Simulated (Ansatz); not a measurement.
Runs of Ansatz 0.2.0 on SnSe. It takes space group Pnma (No. 62, orthorhombic). Conventional cell: a = 11.420 Å, b = 4.190 Å, c = 4.460 Å, α = 90.00°, β = 90.00°, γ = 90.00°. Sn (site symmetry m) has 3 Se at 2.69 to 2.83 Å as nearest neighbours. Around Se (site symmetry m) lie 3 Sn at 2.69 to 2.83 Å. 

```tsv
task	level	cell	smearing	gap on the mesh (eV)	pressure (GPa)	relaxed volume (Å³/atom)	largest force (eV/Å)
single point	PBE	as given	gaussian 0.015 eV	0.54	2.4	-	(b)
relaxation of cell and atoms	BLYP+D4	relaxed	fermi-dirac 0.05 eV	(c)	0.0	28.47	0.01
relaxation of cell and atoms	PBE	relaxed	fermi-dirac 0.05 eV	0.65	0.0	(a)	0.01
relaxation of cell and atoms	PBEsol+D4	relaxed	fermi-dirac 0.05 eV	0.33	0.0	24.96	-
relaxation of cell and atoms	PBE+D3(BJ)	relaxed	fermi-dirac 0.05 eV	-	0.0	26.28	-
```

Alike in all rows: potentials or basis Ansatz PAW; no spin polarisation; k mesh 3 × 6 × 6; cutoff (eV) 420.

Question: Fill in the values left out.

Answer: (a) 28.35; (b) 0.31; (c) 0.79.

Caveats: odd divisions of the mesh miss points on the zone boundary, where band edges often lie, so the gap on the mesh can be too wide (some runs); spin-orbit coupling is left out, which moves the levels of the heavy elements (some runs); the plane-wave basis is chosen anew once the cell has moved, so the energies of steps on either side of that aren't comparable (some runs); the PAW data sets come from PBE, with cores solved anew for the run's functional, which leaves a small shift of forces and pressure (some runs); this functional lacks dispersion, which binds the layers, so the pressure and a relaxed spacing across them are unreliable (some runs).

A k mesh can miss the band edges, and the runs leave out spin-orbit coupling on Se, Sn.
